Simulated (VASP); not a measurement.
# SnTe in VASP 6.6.1, single-point calculation

INCAR

```
SIGMA = 0.02
PREC = Accurate
LCHARG = .FALSE.
MAGMOM = -3 3
LREAL = .FALSE.
LWAVE = .FALSE.
IBRION = -1
NELM = 66
LASPH = .TRUE.
ISPIN = 2
NBANDS = 17
ISMEAR = -1
ISIF = 2
EDIFF = 1E-7
NSW = 0
GGA = 91
ENCUT = 520
```

KPOINTS

```
KPOINTS created by Atomic Simulation Environment
0
Gamma
6 6 6
0 0 0
```

POSCAR

```
Sn Te
 1.0000000000000000
     0.0000000000000000    3.5302242490000002    3.6903268782000000
     3.5302242490000002    0.0000000000000000    3.6903268782000000
     3.5302242490000002    3.5302242490000002    0.0000000000000000
 Sn  Te
   1   1
Cartesian
  0.0000000000000000  0.0000000000000000  0.0000000000000000
  1.7651121244999999  1.7651121244999999  1.8451634391000000
```

The recommended PBE PAW datasets give the neutral cell 20 valence electrons.

Command

```
mpirun -np 1 vasp_std
```

Problem. Predict the outcome of this run.

Solution. It converged. Results: pressure 0.5 GPa; magnetic moment of the cell 0.00 μB.

OSZICAR

```
N       E                     dE             d eps       ncg     rms          rms(c)
DAV:   1     0.126933227815E+03    0.12693E+03   -0.92572E+03  2042   0.118E+03
DAV:   2     0.727685892045E+01   -0.11966E+03   -0.11686E+03  2156   0.298E+02
DAV:   3    -0.490550411863E+01   -0.12182E+02   -0.12109E+02  2607   0.917E+01
DAV:   4    -0.527904966352E+01   -0.37355E+00   -0.37327E+00  2357   0.167E+01
DAV:   5    -0.529514881966E+01   -0.16099E-01   -0.16099E-01  3014   0.332E+00    0.166E+01
DAV:   6    -0.680622135523E+01   -0.15111E+01   -0.17071E+00  2360   0.108E+01    0.661E+00
DAV:   7    -0.709788995234E+01   -0.29167E+00   -0.68198E-01  2126   0.576E+00    0.180E+00
DAV:   8    -0.710079477379E+01   -0.29048E-02   -0.65295E-02  2255   0.108E+00    0.991E-01
DAV:   9    -0.710102067073E+01   -0.22590E-03   -0.60458E-03  2211   0.528E-01    0.468E-01
DAV:  10    -0.710178509587E+01   -0.76443E-03   -0.24789E-03  2188   0.293E-01    0.114E-01
DAV:  11    -0.710219889837E+01   -0.41380E-03   -0.37249E-04  2254   0.114E-01    0.557E-02
DAV:  12    -0.710236502650E+01   -0.16613E-03   -0.10473E-04  2127   0.550E-02    0.332E-02
DAV:  13    -0.710249006669E+01   -0.12504E-03   -0.10797E-04  2140   0.437E-02    0.160E-02
DAV:  14    -0.710251284007E+01   -0.22773E-04   -0.21955E-05  2323   0.233E-02    0.664E-03
DAV:  15    -0.710251737066E+01   -0.45306E-05   -0.41643E-06  2123   0.925E-03    0.262E-03
DAV:  16    -0.710251896492E+01   -0.15943E-05   -0.16750E-06  2223   0.665E-03    0.152E-03
DAV:  17    -0.710251916508E+01   -0.20015E-06   -0.20468E-07  2070   0.244E-03    0.690E-04
DAV:  18    -0.710251918105E+01   -0.15976E-07   -0.19998E-08  1873   0.879E-04
   1 F= -.71025192E+01 E0= -.71022850E+01  d E =-.468437E-03  mag=    -0.0000
```

Standard output (part)

```
POSCAR found type information on POSCAR SnTe
 POSCAR found :  2 types and       2 ions
 LDA part: xc-table for (Slater(with rela. corr.)+CA(PZ))
 , standard interpolation
 POSCAR, INCAR and KPOINTS ok, starting setup
 WAVECAR not read
 entering main loop
```

For comparison, a separate PBE run of the intended cell, on usual settings and not on those above, gives a gap of 0.07 eV on its mesh and a pressure of 0.5 GPa.
